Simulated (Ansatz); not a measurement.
# C: relaxed-ion elastic tensor

All numbers below come from DFT PBE, scalar-relativistic, plane waves, PAW in Ansatz 0.2.0. Settings: 420 eV plane-wave cutoff, Γ-centred 12×12×12 mesh, fixed occupations. No spin polarisation.

The cell, relaxed at this level:
```xyz
2
Lattice="0.0000 1.7858 1.7858 1.7858 0.0000 1.7858 1.7858 1.7858 0.0000" Properties=species:S:1:pos:R:3 pbc="T T T"
C     0.0000    0.0000    0.0000
C     0.8929    0.8929    0.8929
```

(1) Give the relaxed-ion elastic constants (GPa, Voigt order xx yy zz yz xz xy, on the axes of the cell above).

(2) Is the crystal stable against homogeneous strain?

(3) And the moduli of a polycrystal (Hill averages)?

Results:

(1)
```
1052.1  124.7  124.7    0.0    0.0    0.0
 124.7 1052.1  124.7    0.0    0.0    0.0
 124.7  124.7 1052.1    0.0    0.0    0.0
   0.0    0.0    0.0  558.2    0.0    0.0
   0.0    0.0    0.0    0.0  558.2    0.0
   0.0    0.0    0.0    0.0    0.0  558.2
```

(2) Yes: the least eigenvalue of the tensor is 558.2 GPa.

(3) B = 434 GPa, G = 518 GPa, E = 1112 GPa, ν = 0.07.

Cost: 1 run of about 0.16 core-minutes, on Arm Neoverse V2 (shared hosts).